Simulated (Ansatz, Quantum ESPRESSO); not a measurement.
Given: the input of a run of Quantum ESPRESSO 7.5 on GaN. Atoms were shifted at random by some hundredths of an Å from the given cell, which wasn't relaxed again for these runs. The cell is a database's computed one, not the measured one.

The input pw.in:

```
&CONTROL
  calculation = 'scf'
  prefix = 'pwscf'
  outdir = './tmp'
  pseudo_dir = './pseudo'
  tprnfor = .true.
  tstress = .true.
  disk_io = 'nowf'
/
&SYSTEM
  ibrav = 0
  nat = 2
  ntyp = 2
  ecutwfc = 70
  ecutrho = 560
  nbnd = 15
  occupations = 'smearing'
  smearing = 'fd'
  degauss = 0.00367493
/
&ELECTRONS
  conv_thr = 4d-10
  electron_maxstep = 120
  mixing_beta = 0.5
/
ATOMIC_SPECIES
Ga    69.7230 Ga.pbe-dn-kjpaw_psl.1.0.0.UPF
N     14.0070 N.pbe-n-radius_5.UPF
CELL_PARAMETERS angstrom
   0.0000000000    2.2535006075    2.2535006075
   2.2535006075    0.0000000000    2.2535006075
   2.2535006075    2.2535006075    0.0000000000
ATOMIC_POSITIONS crystal
Ga     0.0064260000   -0.0016860000   -0.0053100000
N      0.2425010000    0.2481970000    0.2566230000
K_POINTS automatic
10 10 10 0 0 0
```

Potentials or basis: SSSP 1.3 efficiency PBE.

Command:

```bash
$ OMP_NUM_THREADS=1 pw.x -in pw.in > pw.out
```

Q: What does the same run look like in Ansatz 0.2.0? Potentials or basis there: Ansatz PAW, cutoff 420 eV.

A: As run (cutoffs and basis follow the program's own potentials, and thresholds, step limits or extra output files can differ):

input.yaml

```yaml
crystal:
  lattice:
    - [0.0, 2.2535006075, 2.2535006075]
    - [2.2535006075, 0.0, 2.2535006075]
    - [2.2535006075, 2.2535006075, 0.0]
  atoms:
    - { symbol: Ga, position: [0.006426, -0.001686, -0.00531] }
    - { symbol: "N", position: [0.242501, 0.248197, 0.256623] }
hamiltonian:
  xc: pbe
  pseudopotentials: { kind: paw }
kpoints:
  mp_grid: { grid: [10, 10, 10] }
scf:
  occupations: { method: fermi_dirac, width: 0.05 }
output:
  forces: true
  stress: true
  eigenvalues: true
```

Potentials or basis: Ansatz PAW.

Command:

```sh
$ ansatz run input.yaml --threads 1 --pin off --max-ram 3584MiB --backend cpu --events-out ev --progress --plain --runs-dir out
```

Both were run:

|  | Quantum ESPRESSO | Ansatz |
| --- | --- | --- |
| Pressure | 4.7 GPa | 5.2 GPa |
| Largest force | 0.510 eV/Å | 0.505 eV/Å |
| Energy over the undisturbed cell | 5.3 meV/atom | 5.3 meV/atom |

Ansatz's pressure holds a Pulay term of +0.51 GPa for its cutoff of 420 eV, which the other run lacks.

Where Ansatz's input types no cutoff or centring, it takes its own default and a Γ-centred mesh.

Pressure is positive in compression.
